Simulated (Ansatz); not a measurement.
**Na, one cell by several methods**

```
CELL_PARAMETERS angstrom
3.76700 0.00000 0.00000
-1.88350 3.26232 0.00000
0.00000 0.00000 6.15400
ATOMIC_POSITIONS crystal
Na 0.33333 0.66667 0.25000
Na 0.66667 0.33333 0.75000
```

Atoms are numbered in the order listed.

Structure: COD 9011000, as refined from experiment and not relaxed.

Methods: DFT, PBEsol, PAW with Ansatz's default frozen-core files, scalar-relativistic (Ansatz 0.2.0); DFT, PBEsol, all-electron LAPW, scalar-relativistic (Ansatz 0.2.0).

For PAW: a Γ-centred 11×11×6 k mesh, Fermi–Dirac smearing of 0.05 eV, cutoff 420 eV, no spin polarisation; the PAW files were made with PBE, and the program remakes their frozen cores for this functional. LAPW targets a basis error of 0.5 meV/atom. The Ansatz runs share mesh, smearing and spin set-up. Plane-wave (PAW) pressures include the program's estimate of the Pulay term.

Stress and pressure are positive in compression.

Levels count from the Fermi level.

| quantity | PAW | LAPW |
| --- | --- | --- |
| pressure (GPa) | -0.27 | -0.27 |
| stress xx (GPa) | -0.36 | -0.36 |
| stress zz (GPa) | -0.09 | -0.09 |
| highest filled level at A (eV) | -2.237 | -2.238 |
| lowest empty level at A (eV) | 5.429 | 5.430 |
| highest filled level at K (eV) | -24.834 | -24.863 |
| lowest empty level at K (eV) | 1.263 | 1.263 |

PAW's pressure differs from the LAPW value by about 0.01 GPa or less.
